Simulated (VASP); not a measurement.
Set up this calculation in VASP 6.6.1, as the native input.

| Item | Value |
| --- | --- |
| Task | single point |
| Functional | PBE |
| Potentials or basis | VASP PAW PBE potentials, release 64 (Eu) |
| Cutoff | 520 eV |
| k mesh | 6 × 6 × 6 |
| Occupations | gaussian, width 0.05 eV |
| Spin | collinear spin, typed start |
| Starting moments | [7.0] μB |
| Dipole correction | no |
| Further INCAR settings | ALGO = Normal; EDIFF = 1e-07; NBANDS = 18 |

The structure of Eu lies in POSCAR:

```
Eu
1.0
   -2.3050000000      2.3050000000      2.3050000000
    2.3050000000     -2.3050000000      2.3050000000
    2.3050000000      2.3050000000     -2.3050000000
Eu
1
Direct
    0.0000000000      0.0000000000      0.0000000000
```

One way to write it, as run:

INCAR

```
SYSTEM = Eu
ALGO = Normal ; EDIFF = 1E-7
ENCUT = 520 ; GGA = PE
ISIF = 2 ; ISMEAR = 0
ISPIN = 2 ; LASPH = .TRUE.
LCHARG = .FALSE. ; LMAXMIX = 6
LORBIT = 11 ; LREAL = .FALSE.
LWAVE = .FALSE. ; MAGMOM = 7
NBANDS = 18 ; NELM = 150
PREC = Accurate ; SIGMA = 0.05
```

KPOINTS

```
k-points
0
G
  6 6 6
  0 0 0
```

Potentials or basis: VASP PAW PBE potentials, release 64 (Eu).

The run is started by

```sh
$ cat potpaw_PBE.64/Eu/POTCAR > POTCAR
$ mpirun -np 1 vasp_std > vasp.out
```

It gave:

- Pressure: -1.9 GPa
- Band gap on the k mesh: none (metal or under the smearing width)
- Net moment: 7.52 μB per cell
- Site moments: Eu +6.74 μB
- Valence electrons inside the program's atomic spheres: Eu 14.72

Caveat: spin-orbit coupling is left out, which moves the levels of the heavy elements.

Run time: 32 s on 1 thread of Intel(R) Xeon(R) 6975P-C (Granite Rapids) (shared host), peak memory 0.2 GiB.
